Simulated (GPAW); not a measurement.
Crystal: NiO.

```
Ni O
1.0
     0.00000    2.08590    2.08590
     2.08590    0.00000    2.08590
     2.08590    2.08590    0.00000
Ni O
1 1
Direct
  0.00000 0.00000 0.00000
  0.50000 0.50000 0.50000
```

Base run:

```yaml
Program: GPAW 26.7.0
Functional: r2SCAN
Potentials_or_basis: GPAW PAW data sets (gpaw-data 1.2.1)
Cutoff: 800 eV
Basis: pw
k_mesh: 8 × 8 × 8
Occupations: fermi-dirac, width 0.05 eV
Spin: collinear spin, ferromagnetic start
Starting_moments: "[1.0, 0.0] μB"
Hubbard_terms: Ni d U = 3 eV
```

Its results: band gap on the k mesh 2.56 eV, indirect (least direct gap 3.61 eV); pressure 9.6 GPa; net moment 2.00 μB per cell; site moments Ni +1.79; O +0.16 μB.

Question: The run is repeated on the same cell with these changes: hubbard terms from Ni d U = 3 eV to Ni d U = 2 eV. What comes out?

Answer: Band gap on the k mesh 1.99 eV, indirect (least direct gap 3.01 eV); pressure 9.1 GPa; net moment 2.00 μB per cell; site moments Ni +1.76; O +0.18 μB.

Caveats: the stock nickel data set gives pressures a few GPa off other programs; the PAW data sets were made with another functional, which shifts forces and pressure a little; a cell with one magnetic atom can't hold antiferromagnetic order, which such compounds often take.

Not every run made on this cell is shown here.
